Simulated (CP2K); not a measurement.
The system is Rh.

```xyz
1
Lattice="2.6840 0.0000 0.0000 1.3420 2.3244 0.0000 1.3420 0.7748 2.1914" Properties=species:S:1:pos:R:3 pbc="T T T"
Rh    0.0000    0.0000    0.0000
```

Program: CP2K 2026.2. Alike in all runs: no spin polarisation; cell as given; k mesh 12 × 12 × 12.

Q: Order these runs on this cell by their pressure, lowest first.
A. level PBEsol; potentials or basis POTENTIAL_UZH Rh GTH-PBE-q17; TZVP-MOLOPT-PBE-GTH basis; smearing fermi-dirac 0.0259 eV; EPS_DEFAULT 1.0E-9; NGRIDS 5; basis sets Rh TZVP-MOLOPT-PBE-GTH-q17; potentials Rh GTH-PBE-q17 of POTENTIAL_UZH; points a segment of the path (NPOINTS) 8
B. level r2SCAN; potentials or basis POTENTIAL_UZH Rh GTH-SCAN-q17; TZVP-MOLOPT-SCAN-GTH basis; smearing fermi-dirac 0.01 eV; EPS_DEFAULT 1.0E-9; NGRIDS 4; basis sets Rh TZVP-MOLOPT-SCAN-GTH-q17; potentials Rh GTH-SCAN-q17 of POTENTIAL_UZH; points a segment of the path (NPOINTS) 8
C. level PBE; potentials or basis POTENTIAL_UZH Rh GTH-PBE-q17; TZVP-MOLOPT-PBE-GTH basis; smearing fermi-dirac 0.05 eV; EPS_DEFAULT 1.0E-10; NGRIDS 4; basis sets Rh TZVP-MOLOPT-PBE-GTH-q17; potentials Rh GTH-PBE-q17 of POTENTIAL_UZH
D. level LDA; potentials or basis GTH_POTENTIALS Rh GTH-PADE-q17; TZVP-MOLOPT-PBE-GTH basis; smearing fermi-dirac 0.0259 eV; EPS_DEFAULT 1.0E-9; NGRIDS 5; basis sets Rh TZVP-MOLOPT-PBE-GTH-q17; potentials Rh GTH-PADE-q17 of GTH_POTENTIALS; points a segment of the path (NPOINTS) 6

A: D (-15.8 GPa), A (-1.2 GPa), C (9.7 GPa), B (13.9 GPa).

Caveats: the basis of atomic orbitals isn't converged, which shifts pressures, moduli and gaps; so large a pressure means that the cell lies far from this level's equilibrium, or that cutoff or potentials fall short (some runs); the potentials were made for another functional, which shifts forces and pressure (some runs).

Not every run made on this cell is shown here.
